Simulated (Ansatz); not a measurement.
Crystal: AlO.

```
CELL_PARAMETERS angstrom
2.76919 0.00000 0.00000
0.00000 2.76919 0.00000
0.00000 0.00000 2.76919
ATOMIC_POSITIONS crystal
Al 0.50000 0.50000 0.50000
O 0.00000 0.00000 0.00000
```

The cell was built by a generator and needn't be a form met in nature.

* Program: Ansatz 0.2.0
* Task: relaxation of cell and atoms
* Functional: BLYP
* Potentials or basis: Ansatz PAW
* Cutoff: 420 eV (not typed: the program's choice for these potentials)
* k mesh: 10 × 10 × 10
* Occupations: fermi-dirac, width 0.05 eV
* Spin: no spin polarisation

At the start: volume 10.62 Å³/atom.

Q: Where does the relaxation end?

A: It ends after 6 steps and the volume is 11.01 Å³/atom (+3.7 %); space group Pm-3m (No. 221, to 0.05 Å).

Step by step:
```tsv
step	energy change (eV)	largest force (eV/Å)	volume (Å³)
1	0.0000	0.0000	21.24
2	-0.0073	0.0000	21.76
3	-0.0073	0.0000	21.96
4	-0.0108	0.0000	21.96
5	-0.0106	0.0000	22.01
6	-0.0108	0.0000	22.01
```

Final structure:
```xyz
2
Lattice="2.8026 0.0000 0.0000 0.0000 2.8026 0.0000 0.0000 0.0000 2.8026" Properties=species:S:1:pos:R:3 pbc="T T T"
Al    1.4013    1.4013    1.4013
O     0.0000    0.0000    0.0000
```

Caveat: the plane-wave basis is chosen anew once the cell has moved, so the energies of steps on either side of that aren't comparable; the pressure holds a Pulay correction of +0.6 GPa for the finite cutoff; an odd number of electrons without spin polarisation forces a metal; a magnetic or distorted state may lie lower; the PAW data sets come from PBE, with cores solved anew for the run's functional, which leaves a small shift of forces and pressure.
